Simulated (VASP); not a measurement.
Mo, 1 atom in the cell. Symmetry: Im-3m, No. 229, cubic system. Conventional cell: a = 3.168 Å, b = 3.168 Å, c = 3.168 Å, α = 90.00°, β = 90.00°, γ = 90.00°. Mo (site symmetry m-3m) is surrounded by 8 Mo at 2.74 Å. 

* Program: VASP 6.6.1
* Task: relaxation of cell and atoms
* Functional: PBE
* Potentials or basis: VASP PAW PBE potentials, release 64 (Mo_sv)
* Cutoff: 600 eV
* k mesh: 12 × 12 × 12
* Occupations: fermi-dirac, width 0.05 eV
* Spin: no spin polarisation
* Target pressure: 2 GPa
* Further INCAR settings: ALGO = Normal; EDIFF = 1e-07; IBRION = 2; EDIFFG = -0.01; NSW = 40; ISIF = 3
* Target pressure: 2 GPa

Potentials or basis: VASP PAW PBE potentials, release 64 (Mo_sv).

Run with:

```bash
$ cat potpaw_PBE.64/Mo_sv/POTCAR > POTCAR
$ mpirun -np 1 vasp_std > vasp.out
```

Hardware: 1 thread of Intel(R) Xeon(R) Platinum 8488C (Sapphire Rapids) (shared host).

Question: How long does it take, and how much memory?

Answer: Wall time 16 s on 1 thread of Intel(R) Xeon(R) Platinum 8488C (Sapphire Rapids) (shared host), peak memory 0.15 GiB. Counts: scf iterations 27, k points 72, ion steps 3.
